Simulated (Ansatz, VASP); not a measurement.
ZnO in VASP and in Ansatz

```xyz
2
Lattice="4.3380 0.0000 0.0000 -2.1690 3.7568 0.0000 0.0000 0.0000 3.4557" Properties=species:S:1:pos:R:3 pbc="T T T"
Zn    0.0000    0.0000    0.0000
O     0.0000    0.0000    1.7278
```

Alike in both runs: task relaxation of cell and atoms; functional PBE; k mesh 6 × 6 × 8; occupations gaussian, width 0.02 eV; no spin polarisation.

|  | VASP | Ansatz |
| --- | --- | --- |
| version | VASP 6.6.1 | Ansatz 0.2.0 |
| potentials or method | VASP PAW PBE potentials, release 64 (Zn, O) | scalar-relativistic, plane waves, PAW |
| plane-wave cutoff (eV) | 600 | 420 |
| valence electrons in the cell | 18 | 18 |

|  | VASP | Ansatz | Ansatz less VASP |
| --- | --- | --- | --- |
| gap on the k mesh at the Fermi level, each at its own relaxed structure (eV) | 1.66 | 1.80 | +0.141 |
| relaxed volume (Å³/atom) | 34.12 | 36.46 | +2.340 |
| relaxed cell length with the largest relative difference (Å) | 4.764 | 4.934 | +0.1700 |
| energy change over the relaxation (meV/atom) | -4 | -7 | -2.9 |

One of these differences is far larger than is usual between the two programs; its cause wasn't traced.

Caveats: the volume moved by over 15 % at a fixed basis, so the end points are rough (VASP). A k mesh can miss the band edges.
